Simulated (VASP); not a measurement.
# Sn (Fd-3m) in VASP: a series of runs

Aim: see how the results for Sn move with the level of theory and the settings. Levels: optB86b-vdW, rev-vdW-DF2, vdW-DF, optPBE-vdW. Tasks: relaxation of cell and atoms.

Everything below comes from runs of VASP 6.6.1. Logs are shortened: lines on timing, memory, paths and dates and some standing lists are left out, and cuts for length are marked.

### 1 The crystal as given

It takes space group Fd-3m (No. 227, cubic). Conventional cell: a = 6.467 Å, b = 6.467 Å, c = 6.467 Å, α = 90.00°, β = 90.00°, γ = 90.00°. Sn (site symmetry -43m) is surrounded by 4 Sn at 2.80 Å.

This isn't the form of Sn at room conditions, which is tetragonal (white tin).

### 2 Relaxation of cell and atoms, optB86b-vdW

Input file INCAR:

```
  PREC = Accurate
  ENCUT = 600
  EDIFF = 1E-7
  ISMEAR = -1
  SIGMA = 0.05
  LREAL = False
  LASPH = True
  NELM = 60
  ALGO = Normal
  ISIF = 3
  LWAVE = False
  LCHARG = False
  GGA = MK
  LUSE_VDW = True
  AGGAC = 0.0
  PARAM1 = 0.1234
  PARAM2 = 1.0
  IBRION = 2
  NSW = 40
  EDIFFG = -0.01
```

Input file KPOINTS:

```
Automatic mesh
0
Gamma
  7 7 7
```

Input file POSCAR:

```
Sn
1.0
    0.0000000000      3.2333428000      3.2333428000
    3.2333428000      0.0000000000      3.2333428000
    3.2333428000      3.2333428000      0.0000000000
Sn
2
Direct
    0.7500000000      0.7500000000      0.7500000000
    0.5000000000      0.5000000000      0.5000000000
```

Potentials or basis: VASP PAW PBE potentials, release 64 (Sn_d).

On the command line:

```bash
cat potpaw_PBE.64/Sn_d/POTCAR > POTCAR
mpirun -np 1 vasp_std > vasp.out
```

OUTCAR:

```text
PREC = Accurate
   ENCUT = 600
   EDIFF = 1E-7
   ISMEAR = -1
   LREAL = False
   LASPH = True
   NELM = 60
   ISIF = 3
   GGA = MK
   IBRION = 2
   NSW = 40
   EDIFFG = -0.01

 ion  position               nearest neighbor table
   1  0.750  0.750  0.750-   2 2.80   2 2.80   2 2.80   2 2.80
   2  0.500  0.500  0.500-   1 2.80   1 2.80   1 2.80   1 2.80

  LATTYP: Found a face centered cubic cell.
 ALAT       =     6.4666856000

  Lattice vectors:

 A1 = (   0.0000000000,   3.2333428000,   3.2333428000)
 A2 = (   3.2333428000,   0.0000000000,   3.2333428000)
 A3 = (   3.2333428000,   3.2333428000,   0.0000000000)

Analysis of symmetry for initial positions (statically):
=====================================================================
 Subroutine PRICEL returns:
 Original cell was already a primitive cell.

 Routine SETGRP: Setting up the symmetry group for a
 face centered cubic supercell.

 Subroutine GETGRP returns: Found 48 space group operations
 (whereof 24 operations were pure point group operations)
 out of a pool of 48 trial point group operations.

The static configuration has the point symmetry T_d .
 The point group associated with its full space group is O_h .

Analysis of symmetry for dynamics (positions and initial velocities):
=====================================================================
 Subroutine PRICEL returns:
 Original cell was already a primitive cell.

 Routine SETGRP: Setting up the symmetry group for a
 face centered cubic supercell.

 Subroutine GETGRP returns: Found 48 space group operations
 (whereof 24 operations were pure point group operations)
 out of a pool of 48 trial point group operations.

The dynamic configuration has the point symmetry T_d .
 The point group associated with its full space group is O_h .

 Subroutine INISYM returns: Found 48 space group operations
 (whereof 24 operations are pure point group operations),
 and found     1 'primitive' translations

----------------------------------------------------------------------------------------

                                     Primitive cell

  volume of cell :      67.6060

  direct lattice vectors                    reciprocal lattice vectors
     0.000000000  3.233342800  3.233342800    -0.154638723  0.154638723  0.154638723
     3.233342800  0.000000000  3.233342800     0.154638723 -0.154638723  0.154638723
     3.233342800  3.233342800  0.000000000     0.154638723  0.154638723 -0.154638723

  length of vectors
     4.572637240  4.572637240  4.572637240     0.267842124  0.267842124  0.267842124

  position of ions in fractional coordinates (direct lattice)
     0.750000000  0.750000000  0.750000000
     0.500000000  0.500000000  0.500000000

  ion indices of the primitive-cell ions
   primitive index   ion index
                 1           1
                 2           2

----------------------------------------------------------------------------------------

 KPOINTS: Automatic mesh

Automatic generation of k-mesh.
 Grid dimensions read from file:
 generate k-points for:    7    7    7

 Generating k-lattice:

  Cartesian coordinates                     Fractional coordinates (reciprocal lattice)
    -0.022091246  0.022091246  0.022091246     0.142857143  0.000000000  0.000000000
     0.022091246 -0.022091246  0.022091246     0.000000000  0.142857143  0.000000000
     0.022091246  0.022091246 -0.022091246     0.000000000  0.000000000  0.142857143

  Length of vectors
     0.038263161  0.038263161  0.038263161

  Shift w.r.t. Gamma in fractional coordinates (k-lattice)
     0.000000000  0.000000000  0.000000000

 Subroutine IBZKPT returns following result:
 ===========================================

 Found     20 irreducible k-points:

 Following reciprocal coordinates:
            Coordinates               Weight
  0.000000  0.000000  0.000000      1.000000
  0.142857  0.000000  0.000000      8.000000
  0.285714  0.000000  0.000000      8.000000
  0.428571  0.000000  0.000000      8.000000
  0.142857  0.142857  0.000000      6.000000
  0.285714  0.142857  0.000000     24.000000
[... 12 lines left out ...]
 -0.428571  0.428571  0.142857     24.000000
 -0.285714  0.428571  0.142857     24.000000
   k-points           NKPTS =     20   k-points in BZ     NKDIM =     20   number of bands    NBANDS=     18
   number of dos      NEDOS =    301   number of ions     NIONS =      2
   total plane-waves  NPLWV =  64000
   dimension x,y,z NGX =    40 NGY =   40 NGZ =   40
   dimension x,y,z NGXF=    80 NGYF=   80 NGZF=   80
   ions per type =               2
   NGX,Y,Z   is equivalent  to a cutoff of  14.54, 14.54, 14.54 a.u.
   NGXF,Y,Z  is equivalent  to a cutoff of  29.09, 29.09, 29.09 a.u.
 SYSTEM =  unknown system
   PREC   = accura    normal or accurate (medium, high low for compatibility)
   ISTART =      0    job   : 0-new  1-cont  2-samecut
   ICHARG =      2    charge: 1-file 2-atom 10-const
[... 29 lines left out ...]
  Thomas-Fermi vector in A             =   2.355520
   LORBIT       =      0    0 simple, 1 ext, 2 COOP (PROOUT), +10 PAW based schemes
   GGA     = MK    functional components
   LHFCALC =     F    Hartree Fock is set to
   AEXX    =    0.0000 exact exchange contribution
   IVDW_NL    =     1    kernel type
   BPARAM     = 6.3000
   IVDW    =     0    specifies the selected vdW correction
   LEPSILON=     F    determine dielectric tensor
   LRPA    =     F    only Hartree local field effects (RPA)
 conjugate gradient relaxation of ions
 non-spin polarized calculation
  energy-cutoff  :      600.00
  volume of cell :       67.61
 maximum number of plane-waves:      2281
 NGX is ok and might be reduce to    40
   NGX = 19   NGY = 19   NGZ = 19

--------------------------------------- Ionic step        1  -------------------------------------------

 number of electron      28.0000005 magnetization

 Free energy of the ion-electron system (eV)
  ---------------------------------------------------
  ext. energy  EPLUGINS =         0.00000000
  ---------------------------------------------------
  free energy    TOTEN  =        -1.30423340 eV

  energy without entropy =       -1.30226838  energy(sigma->0) =       -1.30325089

------------------------ aborting loop because EDIFF is reached ----------------------------------------

  FORCE on cell =-STRESS in cart. coord.  units (eV):
  Direction    XX          YY          ZZ          XY          YZ          ZX
  --------------------------------------------------------------------------------------
  -------------------------------------------------------------------------------------
  Total        1.0741170      1.0741170      1.0741170      0.0000000      0.0000000      0.0000000
  in kB       25.4552251     25.4552251     25.4552251      0.0000000      0.0000000      0.0000000
  external PRESSURE =      25.4552251 kB  Pullay stress =       0.0000000 kB

 VOLUME and BASIS-vectors are now :
 -----------------------------------------------------------------------------
  energy-cutoff  :      600.00
  volume of cell :       67.61
      direct lattice vectors                 reciprocal lattice vectors
     0.000000000  3.233342800  3.233342800    -0.154638723  0.154638723  0.154638723
     3.233342800  0.000000000  3.233342800     0.154638723 -0.154638723  0.154638723
     3.233342800  3.233342800  0.000000000     0.154638723  0.154638723 -0.154638723
[... 8 lines left out ...]
  FREE ENERGIE OF THE ION-ELECTRON SYSTEM (eV)
  ---------------------------------------------------
  free  energy   TOTEN  =        -1.3042333956 eV

  energy  without entropy=       -1.3022683780  energy(sigma->0) =       -1.30325089

Total vdW correction in eV:      5.1226567

--------------------------------------- Ionic step        2  -------------------------------------------

 number of electron      27.9999996 magnetization

 E-fermi :   4.7225     XC(G=0):  -8.6815

 val. band max:        4.7103692114   @ k =   0.4286   0.0000   0.0000
 cond. band min:       4.9470271061   @ k =   0.2857   0.0000   0.0000
 fundamental gap:      0.2366578946
 Fermi energy:         4.7224969497

 k-point     1 :       0.0000    0.0000    0.0000
  band No.  band energies     occupation
      1     -16.6703      2.00000
      2     -16.6703      2.00000
      3     -16.6703      2.00000
      4     -16.6182      2.00000
      5     -16.6182      2.00000
      6     -16.3599      2.00000
[... 10 lines left out ...]
     17       6.9866      0.00000
     18       6.9866      0.00000
[... 426 lines left out ...]
  FREE ENERGIE OF THE ION-ELECTRON SYSTEM (eV)
  ---------------------------------------------------
  free  energy   TOTEN  =        -1.3308889947 eV

  energy  without entropy=       -1.3267599492  energy(sigma->0) =       -1.32882447

Total vdW correction in eV:      5.2193646

--------------------------------------- Ionic step        3  -------------------------------------------

 number of electron      27.9999997 magnetization

 Free energy of the ion-electron system (eV)
  ---------------------------------------------------
  ext. energy  EPLUGINS =         0.00000000
  ---------------------------------------------------
  free energy    TOTEN  =        -1.33404474 eV

  energy without entropy =       -1.33052217  energy(sigma->0) =       -1.33228346

 E-fermi :   4.9304     XC(G=0):  -8.7637

 val. band max:        4.8177604271   @ k =   0.1429   0.0000   0.0000
 cond. band min:       4.9397874337   @ k =   0.4286   0.0000   0.0000
 fundamental gap:      0.1220270066
 Fermi energy:         4.9303730897

 k-point     1 :       0.0000    0.0000    0.0000
  band No.  band energies     occupation
      1     -16.5073      2.00000
      2     -16.5073      2.00000
      3     -16.5073      2.00000
      4     -16.4527      2.00000
      5     -16.4527      2.00000
      6     -16.1804      2.00000
[... 10 lines left out ...]
     17       7.1857      0.00000
     18       7.1857      0.00000
[... 419 lines left out ...]
 POSITION                                       TOTAL-FORCE (eV/Angst)
 -----------------------------------------------------------------------------------
      4.94334      4.94334      4.94334        -0.000000     -0.000000     -0.000000
      3.29556      3.29556      3.29556         0.000000      0.000000      0.000000
 -----------------------------------------------------------------------------------
    total drift:                               -0.000000     -0.000000      0.000000

  FREE ENERGIE OF THE ION-ELECTRON SYSTEM (eV)
  ---------------------------------------------------
  free  energy   TOTEN  =        -1.3340447427 eV

  energy  without entropy=       -1.3305221678  energy(sigma->0) =       -1.33228346

Total vdW correction in eV:      5.1952228

 reached required accuracy - stopping structural energy minimisation
```

Run time: 4.1 min. Hardware: 1 thread of Intel Xeon 6975P-C (Granite Rapids), shared host; peak memory 0.57 GiB.

Results:

```yaml
Free_energy: -1.3340 eV
Relaxed_volume: 35.79 Å³/atom
Relaxed_cell: a = 4.661 Å, b = 4.661 Å, c = 4.661 Å, α = 60.00°, β = 60.00°, γ = 60.00°
Space_group_after_relaxing_to_0.05_Å: Fd-3m (No. 227)
Energy_gained_by_relaxing: 14.9 meV/atom
Ionic_steps: 3
Pressure_after_relaxing: 0.0 GPa
Band_gap_on_the_k_mesh: none (metal or under the smearing width)
```

The path:
```tsv
step	energy change (eV)	largest force (eV/Å)	pressure (GPa)	volume (Å³)
1	0.0000	0.0000	2.55	67.61
2	-0.0267	0.0000	-0.70	73.00
3	-0.0298	0.0000	0.00	71.58
```

Final structure:
```cif
data_structure
_symmetry_space_group_name_H-M 'P 1'
_symmetry_Int_Tables_number 1
_cell_length_a 4.6606
_cell_length_b 4.6606
_cell_length_c 4.6606
_cell_angle_alpha 60.000
_cell_angle_beta 60.000
_cell_angle_gamma 60.000
_cell_volume 71.58
loop_
_atom_site_label
_atom_site_type_symbol
_atom_site_fract_x
_atom_site_fract_y
_atom_site_fract_z
_atom_site_occupancy
Sn1 Sn 0.75000 0.75000 0.75000 1
Sn2 Sn 0.50000 0.50000 0.50000 1
```

Levels at points of the mesh, in eV from the Fermi level:
| k point | band 10 | band 11 | band 12 | band 13 | band 14 | band 15 | band 16 | band 17 | band 18 |
| --- | --- | --- | --- | --- | --- | --- | --- | --- | --- |
| (0.00, 0.00, 0.00) | -21.11 | -10.20 | -0.94 | 0.22 | 0.22 | 0.22 | 2.26 | 2.26 | 2.26 |

Caveat: the PAW data sets were made with another functional, which shifts forces and pressure a little. Zero-point motion and thermal expansion aren't in these numbers.

### 3 Relaxation of cell and atoms, rev-vdW-DF2

Input file INCAR:

```
AGGAC = 0.0
ALGO = Normal
EDIFF = 1E-7
EDIFFG = -0.01
ENCUT = 600
GGA = MK
IBRION = 2
ISIF = 3
ISMEAR = -1
LASPH = T
LCHARG = F
LREAL = F
LUSE_VDW = T
LWAVE = F
NELM = 100
NSW = 60
PARAM1 = 0.1234
PARAM2 = 0.711357
PREC = Accurate
SIGMA = 0.05
ZAB_VDW = -1.8867
```

Input file KPOINTS:

```
k-points
0
Gamma
  7 7 7
```

POSCAR is that of step 2.

Potentials or basis: VASP PAW PBE potentials, release 64 (Sn_d).

On the command line:

```bash
cat potpaw_PBE.64/Sn_d/POTCAR > POTCAR
mpirun -np 1 vasp_std > vasp.out
```

It took 4 min on 1 thread of Intel Xeon 6975P-C (Granite Rapids), shared host; peak memory 0.57 GiB.

The run converged. Its results:

```
Free energy                            : -1.9495 eV
Relaxed volume                         : 36.07 Å³/atom
Relaxed cell                           : a = 4.672 Å, b = 4.672 Å, c = 4.672 Å, α = 60.00°, β = 60.00°, γ = 60.00°
Space group after relaxing (to 0.05 Å) : Fd-3m (No. 227)
Energy gained by relaxing              : 18.8 meV/atom
Ionic steps                            : 3
Pressure after relaxing                : 0.0 GPa
Band gap on the k mesh                 : none (metal or under the smearing width)
```

Step by step:
| step | energy change (eV) | largest force (eV/Å) | pressure (GPa) | volume (Å³) |
| --- | --- | --- | --- | --- |
| 1 | 0.0000 | 0.0000 | 2.84 | 67.61 |
| 2 | -0.0341 | 0.0000 | -0.71 | 73.65 |
| 3 | -0.0376 | 0.0000 | 0.01 | 72.13 |

Final structure:
```
Sn
1.0
     0.00000    3.30393    3.30393
     3.30393    0.00000    3.30393
     3.30393    3.30393    0.00000
Sn
2
Direct
  0.75000 0.75000 0.75000
  0.50000 0.50000 0.50000
```

Levels at points of the mesh, in eV from the Fermi level:
```
           k point  band 12  band 13  band 14  band 15  band 16  band 17
(0.00, 0.00, 0.00)    -1.00     0.23     0.23     0.23     2.27     2.27
```

Caveat: the PAW data sets were made with another functional, which shifts forces and pressure a little.

### 4 Relaxation of cell and atoms, vdW-DF

Input file INCAR:

```
AGGAC = 0.0 ; ALGO = Normal
EDIFF = 1E-7 ; EDIFFG = -0.005
ENCUT = 600 ; GGA = RE
IBRION = 2 ; ISIF = 3
ISMEAR = -1 ; LASPH = True
LCHARG = False ; LREAL = False
LUSE_VDW = True ; LWAVE = False
NELM = 60 ; NSW = 40
PREC = Accurate ; SIGMA = 0.05
```

KPOINTS is that of step 3.

POSCAR is that of step 3.

On the command line:

```bash
cat potpaw_PBE.64/Sn_d/POTCAR > POTCAR
mpirun -np 1 vasp_std > vasp.out
```

Run time: 6.2 min. Hardware: 1 thread of Intel Xeon 6975P-C (Granite Rapids), shared host; peak memory 0.57 GiB.

The run converged. Its results:

| Property | Result |
| --- | --- |
| Free energy | -0.2496 eV |
| Relaxed volume | 38.84 Å³/atom |
| Relaxed cell | a = 4.789 Å, b = 4.789 Å, c = 4.789 Å, α = 60.00°, β = 60.00°, γ = 60.00° |
| Space group after relaxing (to 0.05 Å) | Fd-3m (No. 227) |
| Energy gained by relaxing | 79.6 meV/atom |
| Ionic steps | 5 |
| Pressure after relaxing | 0.0 GPa |
| Band gap on the k mesh | none (metal or under the smearing width) |

The path:
```tsv
step	energy change (eV)	largest force (eV/Å)	pressure (GPa)	volume (Å³)
1	0.0000	0.0000	5.85	67.61
2	-0.1506	0.0000	-0.96	80.43
3	-0.1592	0.0000	0.05	77.54
4	-0.1592	0.0000	-0.03	77.74
5	-0.1593	0.0000	-0.01	77.67
```

Final structure:
```
Sn
1.0
     0.00000    3.38648    3.38648
     3.38648    0.00000    3.38648
     3.38648    3.38648    0.00000
Sn
2
Direct
  0.75000 0.75000 0.75000
  0.50000 0.50000 0.50000
```

Levels at points of the mesh, in eV from the Fermi level:
```csv
k point,band 11,band 12,band 13,band 14,band 15,band 16,band 17,band 18
"(0.00, 0.00, 0.00)",-9.68,-1.45,0.23,0.23,0.23,2.26,2.26,2.26
```

Caveat: the PAW data sets were made with another functional, which shifts forces and pressure a little; the volume moved by +15 % from the deposited cell, more than functionals usually miss.

### 5 Relaxation of cell and atoms, optPBE-vdW

Input file INCAR:

```
SYSTEM = Sn
PREC = Accurate ; ENCUT = 600
EDIFF = 1E-6 ; ISMEAR = -1
SIGMA = 0.05 ; LREAL = .False.
LASPH = .True. ; NELM = 80
ALGO = Fast ; ISIF = 3
LWAVE = .False. ; LCHARG = .False.
GGA = OR ; LUSE_VDW = .True.
AGGAC = 0.0 ; IBRION = 2
NSW = 40 ; EDIFFG = -0.02
```

Input file KPOINTS:

```
Automatic mesh
0
Gamma
  7 7 7
  0 0 0
```

POSCAR is that of step 4.

On the command line:

```bash
cat potpaw_PBE.64/Sn_d/POTCAR > POTCAR
mpirun -np 1 vasp_std > vasp.out
```

Run time: 4.4 min. Hardware: 1 thread of Intel Xeon 6975P-C (Granite Rapids), shared host; peak memory 0.57 GiB.

The run converged. Its results:

| Item | Value |
| --- | --- |
| Free energy | -0.8401 eV |
| Relaxed volume | 37.24 Å³/atom |
| Relaxed cell | a = 4.723 Å, b = 4.723 Å, c = 4.723 Å, α = 60.00°, β = 60.00°, γ = 60.00° |
| Space group after relaxing (to 0.05 Å) | Fd-3m (No. 227) |
| Energy gained by relaxing | 41.2 meV/atom |
| Ionic steps | 3 |
| Pressure after relaxing | 0.1 GPa |
| Band gap on the k mesh | none (metal or under the smearing width) |

Step by step:
| step | energy change (eV) | largest force (eV/Å) | pressure (GPa) | volume (Å³) |
| --- | --- | --- | --- | --- |
| 1 | 0.0000 | 0.0000 | 4.24 | 67.61 |
| 2 | -0.0758 | 0.0000 | -0.88 | 76.74 |
| 3 | -0.0824 | 0.0000 | 0.05 | 74.49 |

Final structure:
```cif
data_structure
_symmetry_space_group_name_H-M 'P 1'
_symmetry_Int_Tables_number 1
_cell_length_a 4.7228
_cell_length_b 4.7228
_cell_length_c 4.7228
_cell_angle_alpha 60.000
_cell_angle_beta 60.000
_cell_angle_gamma 60.000
_cell_volume 74.49
loop_
_atom_site_label
_atom_site_type_symbol
_atom_site_fract_x
_atom_site_fract_y
_atom_site_fract_z
_atom_site_occupancy
Sn1 Sn 0.75000 0.75000 0.75000 1
Sn2 Sn 0.50000 0.50000 0.50000 1
```

Levels at points of the mesh, in eV from the Fermi level:
```tsv
k point	band 10	band 11	band 12	band 13	band 14	band 15	band 16	band 17	band 18
(0.00, 0.00, 0.00)	-21.13	-9.94	-1.19	0.23	0.23	0.23	2.27	2.27	2.27
```

Caveat: the PAW data sets were made with another functional, which shifts forces and pressure a little; the volume moved by +10 % from the deposited cell, more than functionals usually miss. Zero-point motion and thermal expansion aren't in these numbers.

### 6 For comparison

An earlier run on the cell as given: functional PBE; potentials or basis VASP PAW PBE potentials, release 64 (Sn_d); cutoff 520 eV; k mesh 7 × 7 × 7; occupations fermi-dirac, width 0.05 eV; no spin polarisation.

- Pressure: 3.8 GPa
- Band gap on the k mesh: none (metal or under the smearing width)

### 7 Overview

| task | level | cell | cutoff (eV) | gap on the mesh (eV) | pressure (GPa) | relaxed volume (Å³/atom) |
| --- | --- | --- | --- | --- | --- | --- |
| relaxation of cell and atoms | optB86b-vdW | relaxed | 600 | none | 0.0 | 35.79 |
| relaxation of cell and atoms | rev-vdW-DF2 | relaxed | 600 | none | 0.0 | 36.07 |
| relaxation of cell and atoms | vdW-DF | relaxed | 600 | none | 0.0 | 38.84 |
| relaxation of cell and atoms | optPBE-vdW | relaxed | 600 | none | 0.1 | 37.24 |
| single point | PBE | as given | 520 | none | 3.8 | - |

Alike in all rows: potentials or basis VASP PAW PBE potentials, release 64 (Sn_d); no spin polarisation; k mesh 7 × 7 × 7; smearing fermi-dirac 0.05 eV.

Caveats: the PAW data sets were made with another functional, which shifts forces and pressure a little (some runs); the volume moved by +15 % from the deposited cell, more than functionals usually miss (some runs); the volume moved by +10 % from the deposited cell, more than functionals usually miss (some runs).

Total energies depend on the potentials used, so only differences within one code and one set of settings carry meaning.
